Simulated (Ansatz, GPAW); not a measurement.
# NaF with GLLB-SC from a Python script

These are simulated results from GPAW 26.7.0, not measurements. The cell was built from a prototype and was relaxed with r2SCAN in plane waves (Ansatz 0.2.0). Not every such cell is a known phase. All runs are without spin polarisation.

Space group Pm-3m (No. 221), cubic; a = 2.793 Å in the conventional setting, 10.90 Å³ an atom. Na is surrounded by 8 F at 2.42 Å; F is surrounded by 8 Na at 2.42 Å.

GLLB-SC is a model potential. Its fundamental gap is the Kohn-Sham gap plus a derivative discontinuity, which the script evaluates at the band edges among the listed k points. Its total energy isn't variational and serves nothing here.

run.py reads:

```python
import json
from ase import Atoms
from gpaw import GPAW, PW, FermiDirac

atoms = Atoms(['Na', 'F'],
              cell=[[2.7934852, 0.0, 0.0], [0.0, 2.7934852, 0.0], [0.0, 0.0, 2.7934852]],
              scaled_positions=[[0.0, 0.0, 0.0], [0.5, 0.5, 0.5]],
              pbc=True)
calc = GPAW(mode=PW(400), xc='GLLBSC', kpts={'size': (6, 6, 6), 'gamma': True},
            occupations=FermiDirac(0.02), maxiter=100, legacy_gpaw=True, txt='gpaw.txt')
atoms.calc = calc
res = {'energy': atoms.get_potential_energy(force_consistent=True)}
res['electrons'] = calc.get_number_of_electrons()
res['k'] = calc.get_ibz_k_points().tolist()
res['levels'] = [calc.get_eigenvalues(kpt=i).tolist() for i in range(len(res['k']))]
points = [[0.0, 0.0, 0.0], [0.0, 0.5, 0.0], [0.5, 0.5, 0.0], [0.5, 0.5, 0.5], [0.0, 0.5, 0.5]]
bands = calc.fixed_density(kpts=points, symmetry='off', nbands=round(res['electrons']) // 2 + 6, convergence={'bands': -2}, txt='bands.txt')
res['points'] = [bands.get_eigenvalues(kpt=i).tolist() for i in range(len(points))]
homo, lumo = bands.get_homo_lumo()
potential = calc.hamiltonian.xc.response.calculate_discontinuity_potential(homo, lumo)
res['discontinuity'] = bands.hamiltonian.xc.response.calculate_discontinuity(potential)
json.dump(res, open('results.json', 'w'))
print('free energy (eV):', round(res['energy'], 5))
```

Command: `python run.py`. It took 8 s on 1 thread of AMD EPYC 7R43 64-Core Processor (Zen 3), with other jobs on the host, peak memory 0.13 GiB.

The log gpaw.txt, trimmed of paths, versions and times, then the last line on the terminal. An iter line gives the energy in eV and the logarithms of the changes of orbitals (plane waves alone) and density (c: converged):

```
___ ___ ___ _ _ _
 |   |   |_  | | | |

 | | | | | . | | | |

 |__ |  _|___|_____|  26.7.0
 |___|_|

Input parameters:
  kpts: {gamma: True,
         size: (6, 6, 6)}
  maxiter: 100
  mode: {ecut: 400.0,
         name: pw}
  occupations: {fixmagmom: False,
                name: fermi-dirac,
                width: 0.02}
  xc: GLLBSC

System changes: positions, numbers, cell, pbc, initial_charges, initial_magmoms

Initialize ...

species:
  Na:
    name:    Sodium
    Z:       11.0
    valence: 7
    core:    4
    charge:  0.0  # [|e|]
    compensation charges:
      type: gauss
      rc: 0.37  # [Å]
      lmax: 2
    cutoffs:
      filter: 2.17  # [Å]
      core: 2.51  # [Å]
    projectors
    | kind |    occ | energy [eV] | rcut [Å] |

    |------|--------|-------------|----------|

    |   3s |  1.000 |      -3.912 |    1.201 |

    |   2p |  6.000 |     -30.109 |    1.217 |

    |   3p |  0.000 |      -2.230 |    1.217 |

    |    s |        |      23.299 |    1.201 |

    |    d |        |       0.000 |    1.238 |

    Using partial waves for Na as LCAO basis

  F:
    name:    Fluorine
    Z:       9.0
    valence: 7
    core:    2
    charge:  0.0  # [|e|]
    compensation charges:
      type: gauss
      rc: 0.20  # [Å]
      lmax: 2
    cutoffs:
      filter: 1.14  # [Å]
      core: 0.74  # [Å]
    projectors
    | kind |    occ | energy [eV] | rcut [Å] |

    |------|--------|-------------|----------|

    |   2s |  2.000 |     -36.122 |    0.635 |

    |   2p |  5.000 |     -16.598 |    0.635 |

    |    s |        |      -8.911 |    0.635 |

    |    p |        |      10.613 |    0.635 |

    |    d |        |       0.000 |    0.635 |

    Using partial waves for F as LCAO basis

Reference energy: -7112.890215  # eV

Spin-paired calculation

Convergence criteria:
 Maximum [total energy] change in last 3 cyles: 0.0005 eV / valence electron
 Maximum integral of absolute [dens]ity change: 0.0001 electrons / valence electron
 Maximum integral of absolute [eigenst]ate change: 4e-08 eV^2 / valence electron
 Maximum number of scf [iter]ations: 100
 (Square brackets indicate name in SCF output, whereas a 'c' in
 the SCF output indicates the quantity has converged.)

Symmetries present (total): 48

  ( 1  0  0)  ( 1  0  0)  ( 1  0  0)  ( 1  0  0)  ( 1  0  0)  ( 1  0  0)
  ( 0  1  0)  ( 0  1  0)  ( 0  0  1)  ( 0  0  1)  ( 0  0 -1)  ( 0  0 -1)
  ( 0  0  1)  ( 0  0 -1)  ( 0  1  0)  ( 0 -1  0)  ( 0  1  0)  ( 0 -1  0)

  ( 1  0  0)  ( 1  0  0)  ( 0  1  0)  ( 0  1  0)  ( 0  1  0)  ( 0  1  0)
  ( 0 -1  0)  ( 0 -1  0)  ( 1  0  0)  ( 1  0  0)  ( 0  0  1)  ( 0  0  1)
  ( 0  0  1)  ( 0  0 -1)  ( 0  0  1)  ( 0  0 -1)  ( 1  0  0)  (-1  0  0)

  ( 0  1  0)  ( 0  1  0)  ( 0  1  0)  ( 0  1  0)  ( 0  0  1)  ( 0  0  1)
  ( 0  0 -1)  ( 0  0 -1)  (-1  0  0)  (-1  0  0)  ( 1  0  0)  ( 1  0  0)
  ( 1  0  0)  (-1  0  0)  ( 0  0  1)  ( 0  0 -1)  ( 0  1  0)  ( 0 -1  0)

  ( 0  0  1)  ( 0  0  1)  ( 0  0  1)  ( 0  0  1)  ( 0  0  1)  ( 0  0  1)
  ( 0  1  0)  ( 0  1  0)  ( 0 -1  0)  ( 0 -1  0)  (-1  0  0)  (-1  0  0)
  ( 1  0  0)  (-1  0  0)  ( 1  0  0)  (-1  0  0)  ( 0  1  0)  ( 0 -1  0)

  ( 0  0 -1)  ( 0  0 -1)  ( 0  0 -1)  ( 0  0 -1)  ( 0  0 -1)  ( 0  0 -1)
[... 5 lines left out ...]
  ( 0  1  0)  ( 0 -1  0)  ( 0  0  1)  ( 0  0 -1)  ( 1  0  0)  (-1  0  0)

  ( 0 -1  0)  ( 0 -1  0)  ( 0 -1  0)  ( 0 -1  0)  (-1  0  0)  (-1  0  0)
  ( 0  0 -1)  ( 0  0 -1)  (-1  0  0)  (-1  0  0)  ( 0  1  0)  ( 0  1  0)
  ( 1  0  0)  (-1  0  0)  ( 0  0  1)  ( 0  0 -1)  ( 0  0  1)  ( 0  0 -1)

  (-1  0  0)  (-1  0  0)  (-1  0  0)  (-1  0  0)  (-1  0  0)  (-1  0  0)
  ( 0  0  1)  ( 0  0  1)  ( 0  0 -1)  ( 0  0 -1)  ( 0 -1  0)  ( 0 -1  0)
  ( 0  1  0)  ( 0 -1  0)  ( 0  1  0)  ( 0 -1  0)  ( 0  0  1)  ( 0  0 -1)

216 k-points: 6 x 6 x 6 Monkhorst-Pack grid + [1/12,1/12,1/12]
20 k-points in the irreducible part of the Brillouin zone
       k-points in crystal coordinates                weights
   0:     0.00000000    0.00000000    0.00000000          1/216
   1:     0.16666667    0.00000000    0.00000000          6/216
   2:     0.16666667    0.16666667    0.00000000         12/216
   3:     0.16666667    0.16666667    0.16666667          8/216
   4:     0.33333333    0.00000000    0.00000000          6/216
   5:     0.33333333    0.16666667    0.00000000         24/216
   6:     0.33333333    0.16666667    0.16666667         24/216
   7:     0.33333333    0.33333333    0.00000000         12/216
   8:     0.33333333    0.33333333    0.16666667         24/216
   9:     0.33333333    0.33333333    0.33333333          8/216
          ...
  19:     0.50000000    0.50000000    0.50000000          1/216

Wave functions: Plane wave expansion
  Cutoff energy: 400.000 eV
  Number of coefficients (min, max): 388, 432
  Pulay-stress correction: 0.000000 eV/Ang^3 (de/decut=0.000000)
  Using FFTW library
  ScaLapack parameters: grid=1x1, blocksize=None
  Wavefunction extrapolation:
    Improved wavefunction reuse through dual PAW basis

Occupation numbers: Fermi-Dirac:
  width: 0.0200  # eV

Eigensolver
   Davidson(niter=2)

Densities:
  Coarse grid: 14*14*14 grid
  Fine grid: 28*28*28 grid
  Total Charge: 0.000000

Density mixing:
  Method: separate
  Backend: msr1
  Linear mixing parameter: 0.05
  old densities: 10
  Width of damping distribution: 1.1
  Damping of long wavelength oscillations: 20

Hamiltonian:
  XC and Coulomb potentials evaluated on a 28*28*28 grid
  Using the GLLBSC Exchange-Correlation functional
  External potential:
    NoExternalPotential

XC parameters: GLLBSC functional being used consists of
  -----------------------------------------------------------------------
  | Weight | Module     | Description                                   |

  -----------------------------------------------------------------------
  |  1.000 | SCREENING  | GGA_X_PBE_SOL with 2 nearest neighbor stencil |

  |  1.000 | RESPONSE   | eps=0.0500 eV                                 |

  |  1.000 | XC         | GGA_C_PBE_SOL with 2 nearest neighbor stencil |

  -----------------------------------------------------------------------

Memory estimate:
  Process memory now: 110.27 MiB
  Calculator: 4.92 MiB
    Density: 1.49 MiB
      Arrays: 0.54 MiB
      Localized functions: 0.53 MiB
      Mixer: 0.42 MiB
    Hamiltonian: 0.37 MiB
      Arrays: 0.36 MiB
      XC: 0.00 MiB
      Poisson: 0.00 MiB
      vbar: 0.01 MiB
    Wavefunctions: 3.05 MiB
      Arrays psit_nG: 1.45 MiB
      Eigensolver: 0.12 MiB
      Projections: 0.09 MiB
      Projectors: 1.16 MiB
      PW-descriptor: 0.24 MiB

Total number of cores used: 1

Number of atoms: 2
Number of atomic orbitals: 11
Number of bands in calculation: 11
Number of valence electrons: 14
Bands to converge: occupied

... initialized

Initializing position-dependent things.

Density initialized from atomic densities
Creating initial wave functions:
  11 bands from LCAO basis set

   .------.
  /|      |

 * |  F   |

 | .------.
 |/      /
 Na-----*
Positions:
   0 Na     0.000000    0.000000    0.000000    ( 0.0000,  0.0000,  0.0000)
   1 F      1.396743    1.396743    1.396743    ( 0.0000,  0.0000,  0.0000)

Unit cell:
           periodic     x           y           z      points  spacing
  1. axis:    yes    2.793485    0.000000    0.000000    14     0.1995
  2. axis:    yes    0.000000    2.793485    0.000000    14     0.1995
  3. axis:    yes    0.000000    0.000000    2.793485    14     0.1995

  Lengths:   2.793485   2.793485   2.793485
  Angles:   90.000000  90.000000  90.000000

Effective grid spacing dv^(1/3) = 0.1995

iter:   1    -9.754686
iter:   2    -9.577129   -1.87  -1.30
iter:   3    -6.531824   -0.61  -1.27
iter:   4    -6.975874   -1.52  -1.13
iter:   5    -7.271953   -1.35  -1.55
iter:   6    -6.957286   -2.68  -1.90
iter:   7    -6.875118   -3.03  -2.84
iter:   8    -6.985103   -3.52  -2.76
iter:   9    -6.995571   -4.69  -3.41
iter:  10    -6.962117   -4.68  -3.33
iter:  11    -6.965643   -6.60  -3.55
iter:  12    -6.969050c  -5.99  -3.85
iter:  13    -6.968697c  -8.11c -4.57c

Converged after 13 iterations.

Energy contributions relative to reference atoms: (reference = -7112.890215)

Kinetic:         +8.681187
Potential:       -5.308344
External:        +0.000000
XC:             -10.612037
Entropy (-ST):   -0.000000
Local:           +0.270497
SIC:             +0.000000
--------------------------
Free energy:     -6.968697
Extrapolated:    -6.968697

GLLBSC response reference energy: -4.26637 eV (from HOMO)

Showing only first 2 kpts
 Kpt  Band  Eigenvalues  Occupancy
  0     5     -4.50965    2.00000
  0     6     -4.50965    2.00000
  0     7      4.39498    0.00000
  0     8     22.72742    0.00000

  1     5     -4.55413    2.00000
  1     6     -4.55413    2.00000
  1     7      5.18154    0.00000
  1     8     13.69706    0.00000

Fermi level: -1.73194

Gap: 8.662 eV
Transition (v -> c):
  (s=0, k=16, n=6, [0.50, 0.50, 0.00]) -> (s=0, k=0, n=7, [0.00, 0.00, 0.00])
Direct/indirect transitions are different
Direct gap: 8.905 eV
Transition at: (s=0, k=0, n=6, [0.00, 0.00, 0.00])

free energy (eV): -6.9687
```

The gap in the log is over the mesh alone; results.json adds the listed points. GLLB-SC gives a gap of 11.78 eV (8.662 eV Kohn-Sham over the listed points plus 3.120 eV discontinuity). On the same cell, plane-wave PBE (Ansatz, 10×10×10 k points and the special points) gives a gap of 6.13 eV and r2SCAN a gap of 7.06 eV; on shared hosts these took about 1.7 and 4.2 core-seconds on the 2-atom cell, against 8 for the script. Semilocal gaps usually lie below measured ones.
